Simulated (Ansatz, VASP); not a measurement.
BAs: VASP beside Ansatz

```xyz
2
Lattice="0.0000 2.3725 2.3725 2.3725 0.0000 2.3725 2.3725 2.3725 0.0000" Properties=species:S:1:pos:R:3 pbc="T T T"
B     0.0000    0.0000    0.0000
As    3.5587    3.5587    3.5587
```

Change from the starting cell: volume scaled by 0.98, PAW files.

Alike in both runs: task electric field gradients; functional PBE; k mesh 15 × 15 × 15; occupations fermi-dirac, width 0.03 eV; no spin polarisation.

|  | VASP | Ansatz |
| --- | --- | --- |
| version | VASP 6.6.1 | Ansatz 0.2.0 |
| potentials or method | VASP PAW PBE potentials, release 64 (B, As) | PAW with Ansatz's default frozen-core files, scalar-relativistic |
| plane-wave cutoff (eV) | 520 | 420 |
| valence electrons in the cell | 8 | 18 |

```csv
,VASP,Ansatz,Ansatz less VASP
gap on the k mesh at the Fermi level (eV),1.15,1.16,+0.009
pressure (GPa),6.5,5.8,-0.73
Vzz of the field gradient on the site that differs most (V/Å²),0.0,0.0,0.00
```

The two sets of potentials don't hold the same shells in valence.

Caveats: an odd mesh through Γ misses points on the zone boundary, where band edges often lie.
